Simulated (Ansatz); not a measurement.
Computed with Ansatz on PBE0-D4/def2-TZVP structures; ΔE is electronic, products minus reactants. CCSD(T)/CBS adds triple-zeta CCSD(T) − MP2 to the extrapolated MP2 energy (def2 sets, frozen cores). Functionals use def2-TZVPP. B3LYP here is the variant with VWN-RPA as its local correlation; programs differ in this. Each species was taken in one conformer, which may not be the lowest.

Reaction (formal exchange of groups at the Si–Cl bond): `C[Si](S)(Cl)Cl` + `CCC=O` → `C[Si](C)(S)Cl` + `O=CCCl`

```tsv
level	ΔE (eV)
B3LYP-D4	1.22
r2SCANh-D4	1.25
revPBE	1.17
SCS-MP2/def2-TZVPP	1.25
```

Q: What does CCSD(T)/CBS give? (Estimate.)

A: Computed: +1.24 eV. The listed levels differ from it by -0.02, 0.01, -0.07, 0.01 eV.

Q: What do rigid-rotor, harmonic-oscillator terms from PBE0-D4/def2-TZVP frequencies (298.15 K, 1 bar) make of the CCSD(T)/CBS value? (Best estimate.)

A: Computed: ΔZPE = -0.06 eV, ΔH = +1.19 eV, ΔS = 9 J/(mol·K), ΔG = +1.16 eV.

Largest T1 diagnostic among the species: 0.013.

Leaving LDA and LC-ωPBE aside and taking each functional with its dispersion term where it has one, the values, not all of them listed here, spread over 0.11 eV, from BLYP-D4 to B97M-V. At CCSD(T), def2-SVP lies +0.05 eV from the extrapolated value and def2-TZVPP −0.02 eV.

CCSD(T)/CBS has its own doubt, a few kJ/mol and more with outer-core shells, so smaller differences from it don't rank the levels.
